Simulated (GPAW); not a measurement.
# WC (F-43m) in GPAW: convergence with smearing function

Aim: find how far smearing function must go before the results for WC settle, at r2SCAN. This setting moves, with any that are tied to it; all else stays.

Everything below comes from runs of GPAW 26.7.0. Logs are shortened: lines on timing, memory, paths and dates and some standing lists are left out, and cuts for length are marked. The log counts tension as positive stress, the text compression.

**1. The structure**

It takes space group F-43m (No. 216, cubic). Conventional cell: a = 4.604 Å, b = 4.604 Å, c = 4.604 Å, α = 90.00°, β = 90.00°, γ = 90.00°. W (site symmetry -43m) is surrounded by 4 C at 1.99 Å. C (site symmetry -43m) is surrounded by 4 W at 1.99 Å.

The cell was built by a generator and needn't be a form met in nature.

**2. With smearing function fermi-dirac**

Contents of run.py:

```python
from ase.dft.bandgap import bandgap
from ase.io import read, write
from ase.units import GPa
from gpaw import GPAW, PW

atoms = read('POSCAR')

calc = GPAW(mode=PW(800),
            xc='MGGA_X_R2SCAN+MGGA_C_R2SCAN',
            kpts={'size': (10, 10, 10), 'gamma': True},
            occupations={'name': 'fermi-dirac', 'width': 0.1},
            nbands=19,
            convergence={'density': 1e-05, 'energy': 1e-05},
            maxiter=100,
            txt='gpaw.txt')
atoms.calc = calc
energy = atoms.get_potential_energy()
forces = atoms.get_forces()
stress = atoms.get_stress()
calc.write('gs.gpw')
write('result.traj', atoms)
print(f'Energy: {energy:.6f} eV')
print('Forces (eV/A):')
print(forces.round(4))
print('Stress (GPa):', (stress / GPa).round(3))
print('Fermi level:', round(calc.get_fermi_level(), 4), 'eV')
print(f'Gap: {bandgap(calc)[0]:.4f} eV, direct: {bandgap(calc, direct=True)[0]:.4f} eV')
```

Contents of POSCAR:

```
WC
1.0
    0.0000000000      2.3021091000      2.3021091000
    2.3021091000      0.0000000000      2.3021091000
    2.3021091000      2.3021091000      0.0000000000
W C
1 1
Direct
    0.0000000000      0.0000000000      0.0000000000
    0.7500000000      0.7500000000      0.7500000000
```

Potentials or basis: GPAW PAW data sets (gpaw-data 1.2.1), pw.

Run with:

```bash
OMP_NUM_THREADS=1 python run.py
```

It took 81 s on 1 thread of Arm Neoverse V2, shared host; peak memory 0.3 GiB.

The run converged. Its results:

- Free energy: -34.3255 eV
- Pressure: 13.7 GPa
- Band gap on the k mesh: none (metal or under the smearing width)

**3. With smearing function gaussian**

Changes to run.py since step 2:

```diff
@@ -10,3 +10,3 @@
             kpts={'size': (10, 10, 10), 'gamma': True},
-            occupations={'name': 'fermi-dirac', 'width': 0.1},
+            occupations={'name': 'methfessel-paxton', 'order': 0, 'width': 0.1},
             nbands=19,
```

POSCAR is that of step 2.

Potentials or basis: GPAW PAW data sets (gpaw-data 1.2.1), pw.

Run with:

```bash
OMP_NUM_THREADS=1 python run.py
```

Wall time 77 s (1 thread of Arm Neoverse V2, shared host); peak memory 0.3 GiB.

The run converged. Its results:

* Free energy: -34.3146 eV
* Pressure: 13.5 GPa
* Band gap on the k mesh: none (metal or under the smearing width)

**4. With smearing function marzari-vanderbilt**

Changes to run.py since step 3:

```diff
@@ -10,3 +10,3 @@
             kpts={'size': (10, 10, 10), 'gamma': True},
-            occupations={'name': 'methfessel-paxton', 'order': 0, 'width': 0.1},
+            occupations={'name': 'marzari-vanderbilt', 'width': 0.1},
             nbands=19,
```

POSCAR is that of step 3.

Run with:

```bash
OMP_NUM_THREADS=1 python run.py
```

Run time: 78 s. Hardware: 1 thread of Arm Neoverse V2, shared host; peak memory 0.3 GiB.

It converged, with:

```yaml
Free_energy: -34.3132 eV
Pressure: 13.5 GPa
Band_gap_on_the_k_mesh: none (metal or under the smearing width)
```

**5. With smearing function methfessel-paxton**

Changes to run.py since step 4:

```diff
@@ -10,3 +10,3 @@
             kpts={'size': (10, 10, 10), 'gamma': True},
-            occupations={'name': 'marzari-vanderbilt', 'width': 0.1},
+            occupations={'name': 'methfessel-paxton', 'width': 0.1, 'order': 1},
             nbands=19,
```

POSCAR is that of step 4.

Run with:

```bash
OMP_NUM_THREADS=1 python run.py
```

It took 77 s on 1 thread of Arm Neoverse V2, shared host; peak memory 0.3 GiB.

It converged, with:

```
Free energy            : -34.3125 eV
Pressure               : 13.5 GPa
Band gap on the k mesh : none (metal or under the smearing width)
```

**6. With smearing function tetrahedron-method**

Changes to run.py since step 5:

```diff
@@ -10,3 +10,3 @@
             kpts={'size': (10, 10, 10), 'gamma': True},
-            occupations={'name': 'methfessel-paxton', 'width': 0.1, 'order': 1},
+            occupations={'name': 'tetrahedron-method'},
             nbands=19,
```

POSCAR is that of step 5.

Potentials or basis: GPAW PAW data sets (gpaw-data 1.2.1), pw.

Run with:

```bash
OMP_NUM_THREADS=1 python run.py
```

It took 77 s on 1 thread of Arm Neoverse V2, shared host; peak memory 0.3 GiB.

The run converged. Its results:

- Free energy: -34.2806 eV
- Pressure: 13.8 GPa
- Band gap on the k mesh: none (metal or under the smearing width)

**7. With smearing function improved-tetrahedron-method**

Changes to run.py since step 6:

```diff
@@ -10,3 +10,3 @@
             kpts={'size': (10, 10, 10), 'gamma': True},
-            occupations={'name': 'tetrahedron-method'},
+            occupations={'name': 'improved-tetrahedron-method'},
             nbands=19,
```

POSCAR is that of step 6.

Run with:

```bash
OMP_NUM_THREADS=1 python run.py
```

It took 77 s on 1 thread of Arm Neoverse V2, shared host; peak memory 0.3 GiB.

It converged, with:

```yaml
Free_energy: -34.3063 eV
Pressure: 13.6 GPa
Band_gap_on_the_k_mesh: none (metal or under the smearing width)
```

**8. With smearing function fixed**

Changes to run.py since step 7:

```diff
@@ -10,3 +10,3 @@
             kpts={'size': (10, 10, 10), 'gamma': True},
-            occupations={'name': 'improved-tetrahedron-method'},
+            occupations={'width': 0.0},
             nbands=19,
```

POSCAR is that of step 7.

Potentials or basis: GPAW PAW data sets (gpaw-data 1.2.1), pw.

Run with:

```bash
OMP_NUM_THREADS=1 python run.py
```

gpaw.txt:

```text
__  _  _
 | _ |_)|_||  |
 |__||  | ||/\| - 26.7.0

Input parameters:
  mode=PW(ecut=800.0),
  convergence={'density': 1e-05, 'energy': 1e-05},
  kpts=MonkhorstPack(size=(10, 10, 10), gamma=True),
  maxiter=100,
  nbands=19,
  occupations=Occupations(width=0.0),
  xc=XC(name='MGGA_X_R2SCAN+MGGA_C_R2SCAN')

Diagonalizing LCAO Hamiltonian
Converting LCAO to pw mode

                  C

       W

Atoms  # Å, Bohr magnetons
|   | symbol |        x |        y |        z |    initial magnetic moments |
|---|--------|----------|----------|----------|-----------------------------|
| 0 |      W | 0.000000 | 0.000000 | 0.000000 | ( 0.0000,  0.0000,  0.0000) |
| 1 |      C | 3.453164 | 3.453164 | 3.453164 | ( 0.0000,  0.0000,  0.0000) |

Unit cell  # Å
| periodic |        x |        y |        z |  lengths |    angles |
|----------|----------|----------|----------|----------|-----------|
|      yes | 0.000000 | 2.302109 | 2.302109 | 3.255674 | 60.000000 |
|      yes | 2.302109 | 0.000000 | 2.302109 | 3.255674 | 60.000000 |
|      yes | 2.302109 | 2.302109 | 0.000000 | 3.255674 | 60.000000 |

Number of symmetries: 24
Symmetry operations  # r_c * U_cc + t_c -> r_c
|    | kind |            matrix            |
|----|------|------------------------------|
|  0 |  E   |  1, 0, 0,  0, 1, 0,  0, 0, 1 |
|  1 |  σ   |  1, 0, 0,  0, 0, 1,  0, 1, 0 |
|  2 |  σ   |  1, 0,-1,  0, 1,-1,  0, 0,-1 |
|  3 |  C3  |  1, 0,-1,  0, 0,-1,  0, 1,-1 |
|  4 |  C3  |  1,-1, 0,  0,-1, 1,  0,-1, 0 |
|  5 |  σ   |  1,-1, 0,  0,-1, 0,  0,-1, 1 |
|  6 |  σ   |  0, 1, 0,  1, 0, 0,  0, 0, 1 |
|  7 |  C3  |  0, 1, 0,  0, 0, 1,  1, 0, 0 |
|  8 |  C2  |  0, 1,-1,  1, 0,-1,  0, 0,-1 |
|  9 |  S4  |  0, 1,-1,  0, 0,-1,  1, 0,-1 |
| 10 |  C3  |  0, 0, 1,  1, 0, 0,  0, 1, 0 |
| 11 |  σ   |  0, 0, 1,  0, 1, 0,  1, 0, 0 |
| 12 |  S4  |  0, 0,-1,  1, 0,-1,  0, 1,-1 |
| 13 |  C3  |  0, 0,-1,  0, 1,-1,  1, 0,-1 |
| 14 |  S4  |  0,-1, 1,  1,-1, 0,  0,-1, 0 |
| 15 |  C2  |  0,-1, 1,  0,-1, 0,  1,-1, 0 |
| 16 |  C3  |  0,-1, 0,  1,-1, 0,  0,-1, 1 |
| 17 |  S4  |  0,-1, 0,  0,-1, 1,  1,-1, 0 |
[... 112 lines left out ...]
  Pratt-step length: 0.05
  Maximum mixing coefficient: 0.75
  Old densities: 10
  SVD Regularization: 0.005
  Good broyden scale: 1.0
  Trust region scale: 1.0
  Backstep threshold: 4.0
  History deletion threshold: 6.0
  Fourier metric: weight=20.0, sigma=0.015

occupation numbers:
  # Zero width

poisson solver:
  ecut: 6400.0  # eV

xc functional:
  name: MGGA_X_R2SCAN+MGGA_C_R2SCAN with 2 nearest neighbor stencil

convergence criteria:
- Maximum integral of absolute [dens]ity change: 1e-05 electrons / valence electron
- Maximum [total energy] change in last 3 cyles: 1e-05 eV / valence electron
- Maximum integral of absolute [eigenst]ate change: 4e-08 eV^2 / valence electron
maximum number of iterations: 100

SCF iterations
|iter     | |      energy | eigst |  dens |
|---------|-|-------------|-------|-------|
|iter:   1| |  -39.478270 | +0.08 |       |
|iter:   2| |  -35.505254 | -1.50 | -0.87 |
|iter:   3| |  -34.214285 | -1.27 | -0.92 |
|iter:   4| |  -34.297708 | -2.70 | -1.68 |
|iter:   5| |  -34.311533 | -3.20 | -1.93 |
|iter:   6| |  -34.312013 | -4.45 | -2.73 |
|iter:   7| |  -34.312049 | -5.54 | -3.28 |
|iter:   8| |  -34.312049c| -7.60c| -4.33 |
|iter:   9| |  -34.312049c| -7.74c| -4.91 |
|iter:  10| |  -34.312049c| -8.46c| -5.60c|

Converged in 10 steps
Energy contributions relative to reference atoms: (reference = -439799.299771)

Energy contributions:
  Kinetic:          30.734367
  Coulomb:         -30.600987
  Zero:              0.041821
  External:          0.000000
  Xc:              -34.487251
  Entropy:           0.000000
  Spinorbit:         0.000000
  ----------------------------
  Free energy:     -34.312049
  Extrapolated:    -34.312049

dipole moment: (-15.722328, -15.722328, -15.722328)  # |e|*Ang

Fermi level: 12.367
Eigenvalues  # (at kpt = [0.000, 0.000, 0.000])
| band index |      eig [eV] | occ [0-2] |
|------------|---------------|-----------|
|          0 |       -64.264 |     2.000 |
|        ... |               |           |
|          2 |       -27.994 |     2.000 |
|          3 |       -27.994 |     2.000 |
|          4 |        -2.717 |     2.000 |
|          5 |         5.881 |     2.000 |
|          6 |         5.881 |     2.000 |
|          7 |         5.881 |     2.000 |
[... 9 lines left out ...]
|         17 |        29.688 |     0.000 |
|         18 |        35.532 |     0.000 |

No gap
No difference between direct/indirect transitions

Forces  # eV/Ang
|       x |        y |        z |
|---------|----------|----------|
| 0.00000 | -0.00000 |  0.00000 |  # W    0
| 0.00000 | -0.00000 | -0.00000 |  # C    1

Stress tensor  # eV/Ang^3
|         x |         y |         z |
|-----------|-----------|-----------|
| -0.084312 | -0.000000 |  0.000000 |
| -0.000000 | -0.084312 |  0.000000 |
|  0.000000 |  0.000000 | -0.084312 |

# Writing to gs.gpw (mode='')
```

stdout:

```text
Energy: -34.312049 eV
Forces (eV/A):
[[ 0. -0.  0.]
 [ 0. -0. -0.]]
Stress (GPa): [-13.508 -13.508 -13.508   0.      0.     -0.   ]
Fermi level: 12.367 eV
Gap: 0.0000 eV, direct: 0.0000 eV
```

It took 75 s on 1 thread of Arm Neoverse V2, shared host; peak memory 0.3 GiB.

What came out:

- Free energy: -34.3120 eV
- Pressure: 13.5 GPa
- Band gap on the k mesh: none (metal or under the smearing width)

**9. The series at a glance**

```tsv
smearing function	energy less the tightest run, at zero smearing (meV/atom)	pressure (GPa)	SCF cycles	CPU time (s)	peak memory (GiB)
fermi-dirac	-0.11	13.69	10	81	0.3
gaussian	-0.33	13.53	10	77	0.3
marzari-vanderbilt	-0.58	13.50	10	78	0.3
methfessel-paxton	-0.29	13.51	10	77	0.3
tetrahedron-method	15.73	13.84	10	77	0.3
improved-tetrahedron-method	2.90	13.57	10	76	0.3
fixed	0.00	13.51	10	75	0.3
```

Against the tightest run, the pressure stays within 0.1 GPa from improved-tetrahedron-method on. Not settled before the last step: the energy (to 1 meV/atom). Narrower smearing needs a denser k mesh, so at a fixed mesh the narrowest width isn't the most accurate. The tightest run that finished is the yardstick and may itself not be fully converged.

Caveats: the PAW data sets were made with another functional, which shifts forces and pressure a little.
